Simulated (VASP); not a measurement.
Write the native input for VASP 6.6.1 that does the following.

* Task: single point
* Functional: PBEsol
* Potentials or basis: VASP PAW PBE potentials, release 64 (Br)
* Cutoff: 520 eV
* k mesh: 11 × 11 × 11
* Occupations: gaussian, width 0.05 eV
* Spin: no spin polarisation
* Dipole correction: no
* Further INCAR settings: ALGO = Normal; EDIFF = 1e-07; NBANDS = 10

The structure of Br lies in POSCAR:

```
Br
1.0
   -1.4234917050      1.4234917050      3.5775173700
    1.4234917050     -1.4234917050      3.5775173700
    1.4234917050      1.4234917050     -3.5775173700
Br
1
Direct
    0.0000000000      0.0000000000      0.0000000000
```

The input as run:

INCAR

```
SYSTEM = Br
PREC = Accurate
ENCUT = 520
EDIFF = 1E-7
ISMEAR = 0
SIGMA = 0.05
LREAL = .False.
LASPH = .True.
NELM = 100
ALGO = Normal
ISIF = 2
LWAVE = .False.
LCHARG = .True.
GGA = PS
LELF = .True.
LVHAR = .True.
NBANDS = 10
```

KPOINTS

```
regular mesh
0
Gamma
  11 11 11
  0 0 0
```

Potentials or basis: VASP PAW PBE potentials, release 64 (Br).

Run with:

```console
$ cat potpaw_PBE.64/Br/POTCAR > POTCAR
$ mpirun -np 1 vasp_std > vasp.out
```

It gave:

```yaml
Pressure: -1.1 GPa
Band_gap_on_the_k_mesh: none (metal or under the smearing width)
```

Caveat: the PAW data sets were made with another functional, which shifts forces and pressure a little; an odd number of electrons without spin polarisation forces a metal; a magnetic or distorted state may lie lower.

It took 45 s on 1 thread of Intel(R) Xeon(R) Platinum 8375C CPU @ 2.90GHz (Ice Lake) (shared host), peak memory 0.18 GiB.
